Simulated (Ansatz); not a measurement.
## Al: the change of phonon heat capacity and phonon entropy with temperature

All results are calculated (Ansatz 0.2.0). Harmonic vibrational free energy, entropy and heat capacity at constant volume, per atom, from the force constants of a q mesh, imaginary modes left out; plane waves with PAW datasets, Gamma-centred k mesh.

Structure of every row (space group Fm-3m, No. 225):
```
Al
1.0
      0.0000     2.0215     2.0215
      2.0215     0.0000     2.0215
      2.0215     2.0215     0.0000
Al
1
Direct
  0.00000 0.00000 0.00000
```

Settings of every row: functional PBEsol; dispersion none; spin none; wave cutoff 420 eV; k mesh 20x20x20; occupations fermi dirac; smearing width 0.15 eV; volume over rest 1.02; phonon method linear response; q mesh 2x2x2.

Limits: coarse q mesh; levels loosely converged; metal sensitive to the k mesh.

```
row  temperature (K)  phonon heat capacity (kB/atom)  phonon entropy (kB/atom)  phonon free energy (meV/atom)
  1              200                           2.505                     2.348                           20.6
  2              300                           2.762                     3.422                           -4.5
  3              400                           2.862                     4.232                          -37.6
  4              500                               ?                         ?                              ?
  5              600                           2.937                      5.41                         -121.3
  6              700                           2.954                     5.864                           -170
  7              800                           2.964                     6.259                         -222.2
  8              900                           2.972                     6.608                         -277.7
  9             1000                           2.977                     6.922                           -336
```

Question: what phonon heat capacity and phonon entropy should row 4 give?

Worked fit of phonon heat capacity. At high temperature a harmonic heat capacity falls short of its limit by a term in 1/T², so take t = (100 K / T)². The shown rows have t = 0.25, 0.11111, 0.0625, 0.02778, 0.02041, 0.01562, 0.01235, 0.01. Least squares give phonon heat capacity = 2.9995 − 2.269 × t + 1.164 × t² kB/atom; a straight line predicts inner rows, each left out in turn, worse (root mean square 0.0068 against 0.00048 kB/atom). All shown rows lie on it to the printed digit. The constant, 2.9995 kB/atom, is to be held against the harmonic limit of 3 k_B an atom. The withheld row has t = 0.04, so the fit gives 2.9995 − 2.269 × (0.04) + 1.164 × (0.04)² = 2.911 kB/atom.

The calculation gave 2.911 kB/atom. The fit meets it to the printed digit.

Worked fit of phonon entropy. Entropy rises as the heat capacity times the change of ln T, so take t = ln(T / 300 K). The shown rows have t = -0.4055, 0, 0.2877, 0.6931, 0.8473, 0.9808, 1.0986, 1.204. Least squares give phonon entropy = 3.4348 + 2.74982 × t + 0.12763 × t² kB/atom; a straight line predicts inner rows, each left out in turn, worse (root mean square 0.031 against 0.01 kB/atom). The rows lie off it by 0.007, -0.013, -0.004, 0.008, 0.008, 0.004, -0.002, -0.009 (root mean square 0.0076 kB/atom), a smooth pattern that one more power would take up: the form is only approximate. The slope at t = 0, 2.75 kB/atom, estimates the heat capacity at 300 K. The withheld row has t = 0.5108, so the fit gives 3.4348 + 2.74982 × (0.5108) + 0.12763 × (0.5108)² = 4.873 kB/atom.

The calculation gave 4.876 kB/atom. The fit lies 0.003 kB/atom (0.066 % of the column's range) below it; its largest miss of a shown row is 0.013 kB/atom.

The other values of row 4: phonon free energy -76.9 meV/atom.
